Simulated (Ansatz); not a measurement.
FeO (Wuestite):

```xyz
2
Lattice="0.0000 2.1554 2.1554 2.1554 0.0000 2.1554 2.1554 2.1554 0.0000" Properties=species:S:1:pos:R:3 pbc="T T T"
Fe    0.0000    0.0000    0.0000
O     2.1554    2.1554    2.1554
```

Base run:

```yaml
Program: Ansatz 0.2.0
Functional: PBE
Potentials_or_basis: all-electron LAPW, scalar-relativistic
Cutoff: 349 eV (chosen from the basis error)
Basis_error_allowed: 0.001 eV/atom
k_mesh: 11 × 11 × 11
Occupations: fermi-dirac, width 0.05 eV
Spin: collinear spin, ferromagnetic start
Starting_moments: "[3.0, 0.0] μB"
```

Its results: pressure -0.3 GPa; net moment 4.00 μB per cell; site moments Fe +3.62; O +0.32 μB.

Problem. After a change of settings the same cell gave: pressure -15.6 GPa; net moment 4.00 μB per cell; site moments Fe +3.59; O +0.34 μB. Which change was it?
A. occupations from fermi-dirac, width 0.05 eV to gaussian, width 0.015 eV
B. functional from PBE to LDA
C. functional from PBE to PBEsol

Solution. B.

LDA binds more tightly than PBE, so the same cell stands under less pressure.

Caveats: a cell with one magnetic atom can't hold antiferromagnetic order, which such compounds often take.
